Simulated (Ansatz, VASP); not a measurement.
# One calculation of AlN, two programs

File INCAR:

```
  PREC = Accurate
  ENCUT = 520
  EDIFF = 1E-6
  ISMEAR = 0
  SIGMA = 0.05
  LREAL = F
  LASPH = T
  NELM = 80
  ALGO = Normal
  ISIF = 2
  LWAVE = F
  LCHARG = F
  GGA = PE
  NBANDS = 26
```

KPOINTS

```
Automatic mesh
0
Gamma
  8 6 4
```

POSCAR

```
AlN
1.0
   -3.1302395625      0.0000000000      0.0000000000
    0.0000000000      0.0000000000     -5.0179796543
    0.0000000000     -5.4217339621      0.0000000000
Al N
4 4
Direct
    0.4041606899      0.9982712825      0.1666666667
    0.0958393101      0.9982712825      0.6666666667
   -0.0958393101      0.4982712825      0.3333333333
    0.5958393101      0.4982712825      0.8333333333
    0.4134431954      0.6167287175      0.1666666667
    0.0865568046      0.6167287175      0.6666666667
   -0.0865568046      0.1167287175      0.3333333333
    0.5865568046      0.1167287175      0.8333333333
```

Input for Ansatz:

```yaml
crystal:
  lattice:
    - [-3.1302395625, 0.0, 0.0]
    - [0.0, 0.0, -5.0179796543]
    - [0.0, -5.4217339621, 0.0]
  atoms:
    - { symbol: Al, position: [0.4041606899, 0.9982712825, 0.1666666667] }
    - { symbol: Al, position: [0.0958393101, 0.9982712825, 0.6666666667] }
    - { symbol: Al, position: [-0.0958393101, 0.4982712825, 0.3333333333] }
    - { symbol: Al, position: [0.5958393101, 0.4982712825, 0.8333333333] }
    - { symbol: "N", position: [0.4134431954, 0.6167287175, 0.1666666667] }
    - { symbol: "N", position: [0.0865568046, 0.6167287175, 0.6666666667] }
    - { symbol: "N", position: [-0.0865568046, 0.1167287175, 0.3333333333] }
    - { symbol: "N", position: [0.5865568046, 0.1167287175, 0.8333333333] }
basis:
  ecutwfc: 420
kpoints:
  mp_grid: { grid: [8, 6, 4] }
hamiltonian:
  xc: pbe
scf:
  occupations: { method: gaussian, width: 0.05 }
output:
  forces: true
  stress: true
  eigenvalues: true
  write_density: true
  write_potential: true
  elf: true
  volumetric_format: npy
```

Change from the starting cell: mode 4 (223.6 1/cm) frozen in, largest displacement -0.300 Å.

Alike in both runs: task single point; functional PBE; k mesh 8 × 6 × 4; occupations gaussian, width 0.05 eV; no spin polarisation.

|  | VASP | Ansatz |
| --- | --- | --- |
| version | VASP 6.6.1 | Ansatz 0.2.0 |
| potentials or method | VASP PAW PBE potentials, release 64 (Al, N) | scalar-relativistic, plane waves, PAW |
| plane-wave cutoff (eV) | 520 | 420 |
| valence electrons in the cell | 32 | 32 |

VASP gave:

```
gap on the k mesh at the Fermi level (eV)       : 3.39
least direct gap on the mesh (eV)               : 3.39
pressure (GPa)                                  : -2.6
largest component of the traceless stress (GPa) : 5.50
rms of the force components (eV/Å)              : 0.717
```

Question: Estimate Ansatz's values.

Answer: gap on the k mesh at the Fermi level (eV): 3.38; least direct gap on the mesh (eV): 3.38; pressure (GPa): -2.4; largest component of the traceless stress (GPa): 5.54; rms of the force components (eV/Å): 0.714.

Atom by atom the forces differ by 0.003 eV/Å (rms over components). The functional is the same, so the differences come from potentials, cutoffs and numerics.

Caveats: forces of over 1 eV/Å show positions far from the minimum, so gaps and moduli don't describe the material at rest.
